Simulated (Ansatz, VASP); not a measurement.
One calculation of Rh, two programs

```
CELL_PARAMETERS angstrom
0.00000 1.91606 1.91606
1.91606 0.00000 1.91606
1.91606 1.91606 0.00000
ATOMIC_POSITIONS crystal
Rh 0.00000 0.00000 0.00000
```

Alike in both runs: functional PBE; k mesh 14 × 14 × 14; occupations fermi-dirac, width 0.1 eV; no spin polarisation.

Ansatz relaxed the structure, and its values are those at the end. VASP's run is a single point on that final structure, the one shown.

|  | VASP | Ansatz |
| --- | --- | --- |
| version | VASP 6.6.1 | Ansatz 0.2.0 |
| potentials or method | VASP PAW PBE potentials, release 64 (Rh_pv) | plane waves (420 eV) with PAW, scalar-relativistic |
| plane-wave cutoff (eV) | 520 | 420 |
| valence electrons in the cell | 15 | 17 |

```tsv
	VASP	Ansatz	Ansatz less VASP
pressure (GPa)	0.0	0.0	-0.03
```

The two sets of potentials don't hold the same shells in valence.
